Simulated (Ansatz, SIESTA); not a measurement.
## One calculation of CdSe, 3 ways

The starting cell:

```
CELL_PARAMETERS angstrom
0.00000 3.07027 3.07027
3.07027 0.00000 3.07027
3.07027 3.07027 0.00000
ATOMIC_POSITIONS crystal
Cd 0.00000 0.00000 0.00000
Se 0.25000 0.25000 0.25000
```

The cell is a database's computed one, not the measured one.

Alike in all runs: task relaxation of cell and atoms; functional PBE; k mesh 8 × 8 × 8; occupations fermi-dirac, width 0.05 eV; no spin polarisation; no spin-orbit coupling.

| program and potentials | plane-wave cutoff (eV) | notes | equilibrium volume (Å³/atom) |
| --- | --- | --- | --- |
| Ansatz, Ansatz PAW | 420 | - | 29.75 |
| SIESTA, files PseudoDojo sr-pbe-0.4.1-standard, SZP (energy shift 0.002 Ry) | - | atomic basis | 30.68 |
| Ansatz, all-electron LAPW, scalar-relativistic | - | - | 29.75 |

The equilibrium volume spans 29.75 (Ansatz, Ansatz PAW) to 30.68 Å³/atom (SIESTA, files PseudoDojo sr-pbe-0.4.1-standard, SZP (energy shift 0.002 Ry)), with all-electron results at 29.75. Relaxations stop with a little pressure left, so the last digit of a volume isn't settled. Rows in atomic bases carry the error of their basis and grid, which can be large.

The functional is the same throughout but for its coding, so the spread measures potentials, basis and numerics; runs on potential files found faulty are left out.

The PAW and all-electron LAPW volumes coincide at 29.75 Å³/atom, so the PAW description of the Cd and Se cores appears adequate for the equilibrium volume of zinc-blende CdSe. The SIESTA result is larger, at 30.68 Å³/atom. A probable cause is the single-zeta basis: although it includes polarisation orbitals, it has only one radial function per valence orbital, so the density has little freedom to contract or expand as charge moves from Cd towards the more electronegative Se, which weakens the polar covalent bond and lengthens it. The pseudopotentials change along with the basis, however, so their share can't be separated without a larger orbital set on the same files.

Agreement between PAW and LAPW concerns how well the PBE equations are solved, not how well PBE describes CdSe. This functional usually underbinds semiconductors of heavier elements, so even the converged volume probably lies above the measured one. Since both matching results come from the same program, an error in code they share would go unnoticed.
